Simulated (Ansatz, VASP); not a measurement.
NaI: VASP beside Ansatz

The input INCAR:

```
PREC = Accurate
ENCUT = 520
EDIFF = 1E-7
ISMEAR = -1
SIGMA = 0.05
LREAL = F
LASPH = T
NELM = 100
ALGO = Normal
ISIF = 2
LWAVE = F
LCHARG = F
GGA = PE
NBANDS = 14
```

Contents of KPOINTS:

```
Automatic mesh
0
Gamma
  7 7 7
```

Contents of POSCAR:

```
NaI
1.0
    0.0000000000      3.1703324822      3.1703324822
    3.1703324822      0.0000000000      3.1703324822
    3.1703324822      3.1703324822      0.0000000000
I Na
1 1
Direct
    0.5000000000      0.5000000000      0.5000000000
    0.0000000000      0.0000000000      0.0000000000
```

input.yaml

```yaml
crystal:
  lattice:
    - [0.0, 3.1703324822, 3.1703324822]
    - [3.1703324822, 0.0, 3.1703324822]
    - [3.1703324822, 3.1703324822, 0.0]
  atoms:
    - { symbol: I, position: [0.5, 0.5, 0.5] }
    - { symbol: Na, position: [0.0, 0.0, 0.0] }
hamiltonian:
  xc: pbe
  pseudopotentials: { kind: paw }
kpoints:
  mp_grid: { grid: [7, 7, 7] }
scf:
  occupations: { method: fermi_dirac, width: 0.05 }
output:
  forces: true
  stress: true
  eigenvalues: true
```

Change from the starting cell: volume scaled by 0.94.

Alike in both runs: task single point; functional PBE; k mesh 7 × 7 × 7; occupations fermi-dirac, width 0.05 eV; no spin polarisation.

```csv
,VASP,Ansatz
version,VASP 6.6.1,Ansatz 0.2.0
potentials or method,"VASP PAW PBE potentials, release 64 (I, Na_pv)",Ansatz PAW
plane-wave cutoff (eV),520,420
valence electrons in the cell,14,26
```

```csv
,VASP,Ansatz,Ansatz less VASP
gap on the k mesh at the Fermi level (eV),3.81,3.82,+0.004
least direct gap on the mesh (eV),3.81,3.82,+0.004
pressure (GPa),1.7,1.6,-0.02
```

The two sets of potentials don't hold the same shells in valence.

Caveats: spin-orbit coupling is left out, which moves the levels of the heavy elements; odd divisions of the mesh miss points on the zone boundary, where band edges often lie, so the gap on the mesh can be too wide (Ansatz).
